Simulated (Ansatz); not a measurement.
**Sb in Ansatz: the effect of functional**

Sb:

```xyz
1
Lattice="-1.8460 1.8460 1.8460 1.8460 -1.8460 1.8460 1.8460 1.8460 -1.8460" Properties=species:S:1:pos:R:3 pbc="T T T"
Sb    0.0000    0.0000    0.0000
```

This isn't the form of Sb at room conditions, which is rhombohedral.

The cell isn't the ideal one: volume scaled by 0.96.

Alike in all runs:

| Quantity | Value |
| --- | --- |
| Program | Ansatz 0.2.0 |
| Task | single point |
| Potentials or basis | Ansatz PAW |
| k mesh | 10 × 10 × 10 |
| Occupations | fermi-dirac, width 0.05 eV |
| Spin | no spin polarisation |

```csv
functional,cutoff,pressure (GPa)
LDA,420 eV (not typed: the program's choice for these potentials),1.7
PBEsol,420 eV (not typed: the program's choice for these potentials),3.0
r2SCAN,500 eV (not typed: the program's choice for these potentials),?
```

Q: What does the run with functional r2SCAN give?

A: Pressure 5.7 GPa.

Caveats: the PAW data sets come from PBE, with cores solved anew for the run's functional, which leaves a small shift of forces and pressure.
